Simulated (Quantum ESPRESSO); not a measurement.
# Ta2N under changes of volume

One of the cells (13.622 Å³/atom); the others are scaled copies at fixed shape and fractional positions:

```
Ta N
1.0
     3.11286    0.00000    0.00000
    -1.55643    2.69582    0.00000
     0.00000    0.00000    4.86984
Ta N
2 1
Direct
  0.33333 0.66667 0.25471
  0.66667 0.33333 0.74529
  0.00000 0.00000 0.00000
```

The cell comes from a database or a generator and needn't be the stable form of this composition.

| Property | Result |
| --- | --- |
| Program | Quantum ESPRESSO 7.5 |
| Functional | PBE |
| Potentials or basis | SSSP 1.3 efficiency PBE |
| Cutoff | 816 eV |
| Density cutoff | 6531 eV |
| k mesh | 10 × 10 × 6 |
| Occupations | fermi-dirac, width 0.05 eV |
| Spin | no spin polarisation |

```csv
volume (Å³/atom),energy over the lowest point (meV/atom),pressure (GPa),largest force (eV/Å)
12.805,?,?,?
13.077,15.46,10.8,0.248
13.350,2.50,4.3,0.120
13.622,0.00,-1.5,0.002
13.895,6.91,-6.8,0.105
14.167,22.26,-11.5,0.202
14.439,45.20,-15.7,0.292
```

Question: What does the run at 12.805 Å³/atom give?

Answer: Energy over the lowest point 40.07 meV/atom; pressure 18.0 GPa; largest force 0.389 eV/Å.

Worked out: A Birch-Murnaghan fit of order 3 (a polynomial in V^(-2/3)) to the other rows has its minimum at 13.55 Å³/atom with B0 = V·E''(V) = 282 GPa and B' = 4.2 at fixed shape and positions, which overstates the stiffness. It gives 39.95 meV/atom at 12.805 Å³/atom, against the run's 40.07, and -dE/dV = 18.1 GPa, against 18.0.

Energies are extrapolated to zero smearing.
